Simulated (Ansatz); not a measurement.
Input and command of a plane-wave DFT calculation in Ansatz:

```yaml
crystal:
  lattice:
    - [0.0, 2.4385, 2.63358]
    - [2.4385, 0.0, 2.63358]
    - [2.4385, 2.4385, 0.0]
  atoms:
    - { symbol: "Y", position: [0.0, 0.0, 0.0] }
    - { symbol: "N", position: [0.5, 0.5, 0.5] }
basis:
  ecutwfc: 420
kpoints:
  mp_grid: { grid: [12, 12, 12] }
hamiltonian:
  xc: pbesol
scf:
  occupations: { method: gaussian, width: 0.03 }
output:
  forces: true
  stress: true
  eigenvalues: true
```

```bash
ansatz run input.yaml --threads 1 --pin off --max-ram 2560MiB --backend cpu --events-out ev --progress --plain --runs-dir out
```

Processor: Arm Neoverse V2, 1 thread, on a host shared with other jobs.

Q: How long does it run, and how much memory does it take?

A: About 2.6 s on 1 thread of Arm Neoverse V2 (shared host), peak memory 0.33 GiB. It solves 12 bands at 163 k points (the mesh reduced by symmetry) with about 601 plane waves, in 6 SCF iterations.
